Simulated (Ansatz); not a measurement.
# Si2Mo: the cost of one run

Computed with Ansatz 0.2.0 (DFT PBE, scalar-relativistic, unless a step's input says otherwise).

## Step 1: The starting structure

It takes space group I4/mmm (No. 139, tetragonal). Conventional cell: a = 3.200 Å, b = 3.200 Å, c = 7.861 Å, α = 90.00°, β = 90.00°, γ = 90.00°. Si (site symmetry 4mm) is surrounded by 5 Si at 2.61 to 2.63 Å and 5 Mo at 2.62 Å. Around Mo (site symmetry 4/mmm) lie 10 Si at 2.62 Å.

As a file:

```cif
data_structure
_symmetry_space_group_name_H-M 'P 1'
_symmetry_Int_Tables_number 1
_cell_length_a 4.5353
_cell_length_b 4.5353
_cell_length_c 4.5353
_cell_angle_alpha 138.684
_cell_angle_beta 138.684
_cell_angle_gamma 59.857
_cell_volume 40.25
loop_
_atom_site_label
_atom_site_type_symbol
_atom_site_fract_x
_atom_site_fract_y
_atom_site_fract_z
_atom_site_occupancy
Si1 Si 0.33300 0.33300 0.00000 1
Si2 Si 0.66700 0.66700 0.00000 1
Mo1 Mo 0.00000 0.00000 0.00000 1
```

Atoms are numbered in the order of the input: Si1, Si2, Mo3.

## Step 2: After the deformation

Space group I4/mmm before, I4/mmm after.

## Step 3: LAPW, all electrons

input.yaml reads:

```yaml
crystal:
  lattice:
    - [-1.648, 1.648, 3.9305]
    - [1.648, -1.648, 3.9305]
    - [1.648, 1.648, -3.9305]
  atoms:
    - { symbol: Si, position: [0.333, 0.333, 0.0] }
    - { symbol: Si, position: [0.667, 0.667, 0.0] }
    - { symbol: Mo, position: [0.0, 0.0, 0.0] }
kpoints:
  mp_grid: { grid: [12, 12, 16] }
  band_path:
    path:
      - [0.0, 0.0, 0.0]
      - [0.0, 0.0, 0.5]
      - [0.25, 0.25, 0.25]
      - [0.0, 0.5, 0.0]
      - [0.0, 0.0, 0.0]
      - [0.5, 0.5, -0.5]
      - [0.2939499942, 0.7060500058, -0.2939499942]
      - [-0.2939499942, 0.2939499942, 0.2939499942]
      - [0.0, 0.0, 0.0]
    npoints: 5
scf:
  occupations: { method: fermi_dirac, width: 0.03 }
hamiltonian:
  xc: pbe
  pseudopotentials: { kind: all_electron, lapw: { basis_error: 0.001 } }
output:
  forces: true
  stress: true
  eigenvalues: true
```

Launch:

```sh
> ansatz run input.yaml --threads 1 --pin off --max-ram 6144MiB --backend cpu --events-out ev --progress --plain --runs-dir out
```

**Question.** How long does this run take on 1 thread of Intel Xeon 6975P-C (Granite Rapids), shared host, and how much memory does it need?

About 92 s, with a peak of 1.7 GiB.
